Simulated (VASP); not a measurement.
# Ag (Im-3m) in VASP: further runs, part 2 of 2

VASP 6.6.1.

## 4. Single point, r2SCAN

This run uses another cell than the first one: it holds 3 atoms, not 1.

POSCAR reads:

```
Ag
1.0
    3.7816700517      0.0000000000      0.0000000000
   -1.8908350259      3.2750223335      0.0000000000
    0.0000000000      0.0000000000      4.2904312645
Ag
3
Direct
    0.2254000000      0.0000000000      0.3333333333
    0.0000000000      0.2254000000      0.6666666667
    0.7746000000      0.7746000000      0.0000000000
```

INCAR.step1 reads:

```
SYSTEM = Ag
ALGO     = Normal         ! electronic algorithm
EDIFF    = 1E-4           ! SCF threshold, eV
ENCUT    = 520            ! plane-wave cutoff, eV
GGA      = PE             ! functional
ISMEAR   = 0              ! smearing method
LASPH    = .True.         ! aspherical terms in the spheres
LCHARG   = .False.        ! write CHGCAR
LREAL    = .False.        ! projectors in reciprocal space
LWAVE    = .True.         ! write WAVECAR
NBANDS   = 24             ! bands
NELM     = 100            ! most SCF steps
PREC     = Accurate       ! precision mode
SIGMA    = 0.1            ! smearing width, eV
```

INCAR.step2 reads:

```
SYSTEM = Ag
ALGO     = Normal         ! electronic algorithm
EDIFF    = 1E-6           ! SCF threshold, eV
ENCUT    = 520            ! plane-wave cutoff, eV
ISIF     = 2              ! what is computed and relaxed
ISMEAR   = 0              ! smearing method
ISTART   = 1            
LASPH    = .True.         ! aspherical terms in the spheres
LCHARG   = .False.        ! write CHGCAR
LMIXTAU  = .True.       
LREAL    = .False.        ! projectors in reciprocal space
LWAVE    = .False.        ! write WAVECAR
METAGGA  = R2SCAN         ! meta-GGA
NBANDS   = 24             ! bands
NELM     = 100            ! most SCF steps
PREC     = Accurate       ! precision mode
SIGMA    = 0.1            ! smearing width, eV
```

KPOINTS reads:

```
k-points
0
Gamma
  6 6 4
  0 0 0
```

Potentials or basis: VASP PAW PBE potentials, release 64 (Ag).

Started as:

```console
> cat potpaw_PBE.64/Ag/POTCAR > POTCAR
> cp INCAR.step1 INCAR
> mpirun -np 1 vasp_std > vasp.out
> cp INCAR.step2 INCAR
> mpirun -np 1 vasp_std > vasp.out
```

OUTCAR:

```text
SYSTEM = Ag
   EDIFF = 1E-6
   ENCUT = 520
   ISIF = 2
   ISMEAR = 0
   ISTART = 1
   LASPH = .True.
   LREAL = .False.
   METAGGA = R2SCAN
   NELM = 100
   PREC = Accurate

 ion  position               nearest neighbor table
   1  0.225  0.000  0.333-   3 2.06   2 2.06   3 2.98   3 2.98   2 2.98   2 2.98   2 3.22   3 3.22

   2  0.000  0.225  0.667-   3 2.06   1 2.06   3 2.98   3 2.98   1 2.98   1 2.98   1 3.22   3 3.22

   3  0.775  0.775  0.000-   1 2.06   2 2.06   2 2.98   1 2.98   1 2.98   2 2.98   1 3.22   2 3.22

  LATTYP: Found a hexagonal cell.
 ALAT       =     3.7816700517
 C/A-ratio  =     1.1345334749

  Lattice vectors:

 A1 = (   3.7816700517,   0.0000000000,   0.0000000000)
 A2 = (  -1.8908350259,   3.2750223335,   0.0000000000)
 A3 = (   0.0000000000,   0.0000000000,   4.2904312645)

Analysis of symmetry for initial positions (statically):
=====================================================================
 Subroutine PRICEL returns:
 Original cell was already a primitive cell.

[... 169 lines left out ...]
  free energy    TOTEN  =       -55.62544400 eV

  energy without entropy =      -55.62350870  energy(sigma->0) =      -55.62447635

 E-fermi :   8.2285     XC(G=0): -12.4611

 val. band max:        8.0238002859   @ k =   0.0000   0.1667   0.2500
 cond. band min:       8.3284563643   @ k =  -0.1667   0.5000   0.2500
 fundamental gap:      0.3046560784
 Fermi energy:         8.2285484948

 k-point     1 :       0.0000    0.0000    0.0000
  band No.  band energies     occupation
      1      -0.2899      2.00000
      2      -0.2899      2.00000
      3       0.4034      2.00000
      4       0.4480      2.00000
      5       0.4640      2.00000
      6       0.4640      2.00000
[... 637 lines left out ...]
     23      24.9417      0.00000
     24      24.9417      0.00000

------------------------ aborting loop because EDIFF is reached ----------------------------------------

  FORCE on cell =-STRESS in cart. coord.  units (eV):
  Direction    XX          YY          ZZ          XY          YZ          ZX
  --------------------------------------------------------------------------------------
  -------------------------------------------------------------------------------------
  Total       17.9777586     17.9777586     35.9140344     -0.0000000      0.0000000      0.0000000
  in kB      542.0598957    542.0598957   1082.8690177     -0.0000000      0.0000000      0.0000000
  external PRESSURE =     722.3296030 kB  Pullay stress =       0.0000000 kB

 VOLUME and BASIS-vectors are now :
 -----------------------------------------------------------------------------
  energy-cutoff  :      520.00
  volume of cell :       53.14
      direct lattice vectors                 reciprocal lattice vectors
     3.781670052  0.000000000  0.000000000     0.264433435  0.152670715  0.000000000
    -1.890835026  3.275022333  0.000000000     0.000000000  0.305341429  0.000000000
     0.000000000  0.000000000  4.290431264     0.000000000  0.000000000  0.233076802

 POSITION                                       TOTAL-FORCE (eV/Angst)
 -----------------------------------------------------------------------------------
      0.85239      0.00000      1.43014        15.593828      0.000000      0.000000
     -0.42619      0.73819      2.86029        -7.796914     13.504652     -0.000000
      1.46464      2.53683      0.00000        -7.796914    -13.504652     -0.000000
 -----------------------------------------------------------------------------------
    total drift:                                0.000040      0.000069     -0.000000

  FREE ENERGIE OF THE ION-ELECTRON SYSTEM (eV)
  ---------------------------------------------------
  free  energy   TOTEN  =       -55.6254439979 eV

  energy  without entropy=      -55.6235086997  energy(sigma->0) =      -55.62447635
```

OUTCAR.step1:

```text
SYSTEM = Ag
   EDIFF = 1E-4
   ENCUT = 520
   GGA = PE
   ISMEAR = 0
   LASPH = .True.
   LREAL = .False.
   NELM = 100
[... 873 lines left out ...]
      0.85239      0.00000      1.43014        15.507528      0.000000      0.000000
     -0.42619      0.73819      2.86029        -7.753764     13.429913     -0.000000
      1.46464      2.53683      0.00000        -7.753764    -13.429913     -0.000000
 -----------------------------------------------------------------------------------
    total drift:                                0.000003      0.000004     -0.000000

  FREE ENERGIE OF THE ION-ELECTRON SYSTEM (eV)
  ---------------------------------------------------
  free  energy   TOTEN  =         0.3952822154 eV

  energy  without entropy=        0.3973761460  energy(sigma->0) =        0.39632918
```

Wall time 67 s (1 thread of Intel Xeon Platinum 8488C (Sapphire Rapids), shared host); peak memory 0.17 GiB.

What came out:

| Property | Result |
| --- | --- |
| Free energy | -55.6254 eV |
| Pressure | 72.2 GPa |
| Largest force | 15.594 eV/Å |
| Band gap on the k mesh | none (metal or under the smearing width) |

Forces in eV/Å, atoms in the order of the input:
```
Ag   15.594   0.000   0.000
Ag   -7.797  13.505   0.000
Ag   -7.797 -13.505   0.000
```

Levels at points of the mesh, in eV from the Fermi level:
```tsv
k point	band 14	band 15	band 16	band 17	band 18	band 19	band 20	band 21
(0.00, 0.00, 0.00)	-2.89	-2.70	-2.13	3.21	3.21	9.07	9.43	9.43
(0.50, 0.00, 0.00)	-3.35	-2.43	-2.09	-1.75	4.67	5.20	6.90	7.42
(0.00, 0.00, 0.50)	-3.18	-2.70	-1.80	-1.80	9.57	9.57	9.69	11.17
(0.50, 0.00, 0.50)	-2.84	-2.59	-1.14	-0.26	0.63	1.72	6.64	7.43
```

Caveat: the k mesh is coarse (spacing up to 0.37 Å⁻¹), so the values aren't converged; a pressure of tens of GPa on the cell as given is suspect, and the run, the potentials or the cell itself is likely at fault; the PAW data sets were made with another functional, which shifts forces and pressure a little.

## 5. Single point, r2SCAN

This run uses another cell than the first one: it holds 2 atoms, not 1.

POSCAR reads:

```
Ag
1.0
    0.0000000000      3.0452321815      3.0452321815
    3.0452321815      0.0000000000      3.0452321815
    3.0452321815      3.0452321815      0.0000000000
Ag
2
Direct
    0.5000000000      0.5000000000      0.5000000000
    0.7500000000      0.7500000000      0.7500000000
```

INCAR.step1 reads:

```
SYSTEM = Ag
PREC = Accurate ; ENCUT = 520
ISMEAR = 0 ; SIGMA = 0.1
LREAL = .False. ; LASPH = .True.
NELM = 100 ; NBANDS = 18
GGA = PE ; ALGO = Normal
EDIFF = 1E-4 ; LWAVE = .True.
LCHARG = .False.
```

INCAR.step2 reads:

```
SYSTEM = Ag
PREC = Accurate ; ENCUT = 520
EDIFF = 1E-6 ; ISMEAR = 0
SIGMA = 0.1 ; LREAL = .False.
LASPH = .True. ; NELM = 100
ALGO = Normal ; ISIF = 2
LWAVE = .False. ; LCHARG = .True.
METAGGA = R2SCAN ; LMIXTAU = .True.
LELF = .True. ; LVHAR = .True.
NBANDS = 18 ; ISTART = 1
```

KPOINTS reads:

```
Automatic mesh
0
Gamma
  6 6 6
  0 0 0
```

Started as:

```console
> cat potpaw_PBE.64/Ag/POTCAR > POTCAR
> cp INCAR.step1 INCAR
> mpirun -np 1 vasp_std > vasp.out
> cp INCAR.step2 INCAR
> mpirun -np 1 vasp_std > vasp.out
```

Wall time 27 s (1 thread of Intel Xeon Platinum 8488C (Sapphire Rapids), shared host); peak memory 0.18 GiB.

It converged, with:

```yaml
Free_energy: -40.9588 eV
Pressure: 0.4 GPa
Band_gap_on_the_k_mesh: none (metal or under the smearing width)
```

Levels at points of the mesh, in eV from the Fermi level:
| k point | band 7 | band 8 | band 9 | band 10 | band 11 | band 12 | band 13 | band 14 | band 15 | band 16 |
| --- | --- | --- | --- | --- | --- | --- | --- | --- | --- | --- |
| (0.00, 0.00, 0.00) | -3.82 | -3.82 | -3.82 | -3.20 | -3.20 | 8.93 | 8.93 | 8.93 | 9.52 | 9.52 |
| (0.50, 0.00, 0.00) | -3.71 | -3.71 | -3.24 | -3.24 | -1.21 | -0.97 | 6.34 | 6.34 | 9.21 | 9.53 |
| (0.50, 0.50, 0.00) | -4.09 | -4.09 | -3.13 | -3.13 | -0.13 | -0.13 | 3.40 | 3.40 | 7.05 | 7.05 |

Caveat: the PAW data sets were made with another functional, which shifts forces and pressure a little.

## 6. Relaxation of cell and atoms, r2SCAN

This run uses another cell than the first one: it holds 2 atoms, not 1.

POSCAR reads:

```
Ag
1.0
    0.0000000000      2.7070612243      2.7070612243
    2.7070612243      0.0000000000      2.7070612243
    2.7070612243      2.7070612243      0.0000000000
Ag
2
Direct
    0.5000000000      0.5000000000      0.5000000000
    0.7500000000      0.7500000000      0.7500000000
```

INCAR.step1 reads:

```
SYSTEM = Ag
PREC = Accurate
ENCUT = 600
ISMEAR = 0
SIGMA = 0.1
LREAL = .FALSE.
LASPH = .TRUE.
NELM = 100
GGA = PE
ALGO = Normal
EDIFF = 1E-4
LWAVE = .TRUE.
LCHARG = .FALSE.
```

INCAR.step2 reads:

```
SYSTEM = Ag
PREC = Accurate
ENCUT = 600
EDIFF = 1E-6
ISMEAR = 0
SIGMA = 0.1
LREAL = .FALSE.
LASPH = .TRUE.
NELM = 100
ALGO = Normal
ISIF = 3
LWAVE = .FALSE.
LCHARG = .FALSE.
METAGGA = R2SCAN
LMIXTAU = .TRUE.
IBRION = 2
NSW = 90
EDIFFG = -0.04
ISTART = 1
```

KPOINTS reads:

```
Automatic mesh
0
G
  6 6 6
  0 0 0
```

Potentials or basis: VASP PAW PBE potentials, release 64 (Ag).

Started as:

```console
> cat potpaw_PBE.64/Ag/POTCAR > POTCAR
> cp INCAR.step1 INCAR
> mpirun -np 1 vasp_std > vasp.out
> cp INCAR.step2 INCAR
> mpirun -np 1 vasp_std > vasp.out
```

Wall time 1.8 min (1 thread of Intel Xeon Platinum 8488C (Sapphire Rapids), shared host); peak memory 0.19 GiB.

Results (log left out):

| Item | Value |
| --- | --- |
| Free energy | -40.9524 eV |
| Relaxed volume | 28.66 Å³/atom |
| Relaxed cell | a = 4.328 Å, b = 4.328 Å, c = 4.328 Å, α = 60.00°, β = 60.00°, γ = 60.00° |
| Space group after relaxing (to 0.05 Å) | Fd-3m (No. 227) |
| Energy gained by relaxing | 691.8 meV/atom |
| Ionic steps | 4 |
| Pressure after relaxing | -0.2 GPa |
| Band gap on the k mesh | none (metal or under the smearing width) |

Step by step:
| step | energy change (eV) | largest force (eV/Å) | pressure (GPa) | volume (Å³) |
| --- | --- | --- | --- | --- |
| 1 | 0.0000 | 0.0000 | 37.52 | 39.68 |
| 2 | -1.0682 | 0.0000 | -5.05 | 72.77 |
| 3 | -1.3831 | 0.0000 | 0.38 | 56.50 |
| 4 | -1.3835 | 0.0000 | -0.18 | 57.32 |

Final structure:
```
Ag
1.0
     0.00000    3.06025    3.06025
     3.06025    0.00000    3.06025
     3.06025    3.06025    0.00000
Ag
2
Direct
  0.50000 0.50000 0.50000
  0.75000 0.75000 0.75000
```

Levels at points of the mesh, in eV from the Fermi level:
```tsv
k point	band 9	band 10	band 11	band 12	band 13	band 14
(0.00, 0.00, 0.00)	-3.81	-3.21	-3.21	8.82	8.82	8.82
(0.50, 0.00, 0.00)	-3.25	-3.25	-1.22	-0.94	6.27	6.27
(0.50, 0.50, 0.00)	-3.13	-3.13	-0.14	-0.14	3.39	3.39
```

Caveat: the volume moved by over 15 % at a fixed basis, so the end points are rough; the PAW data sets were made with another functional, which shifts forces and pressure a little.

## 7. Overview

```tsv
task	cell	k mesh	cutoff (eV)	mesh quality	gap on the mesh (eV)	pressure (GPa)	relaxed volume (Å³/atom)
single point	Im-3m, 17.43 Å³/atom	9 × 9 × 9	520	not flagged	none	0.1	-
relaxation of cell and atoms	relaxed	9 × 9 × 9	600	not flagged	none	0.2	17.42
single point	P3_121, 17.71 Å³/atom	6 × 6 × 4	520	coarse	none	72.2	-
single point	Fd-3m, 28.24 Å³/atom	6 × 6 × 6	520	not flagged	none	0.4	-
relaxation of cell and atoms	relaxed	6 × 6 × 6	600	not flagged	none	-0.2	28.66
```

Alike in all rows: level r2SCAN; potentials or basis VASP PAW PBE potentials, release 64 (Ag); no spin polarisation; smearing gaussian 0.1 eV.

Caveats: some runs use coarse meshes; the PAW data sets were made with another functional, which shifts forces and pressure a little; a pressure of tens of GPa on the cell as given is suspect, and the run, the potentials or the cell itself is likely at fault (some runs); the volume moved by over 15 % at a fixed basis, so the end points are rough (some runs).

Absolute energies hang on the potentials; compare differences alone.
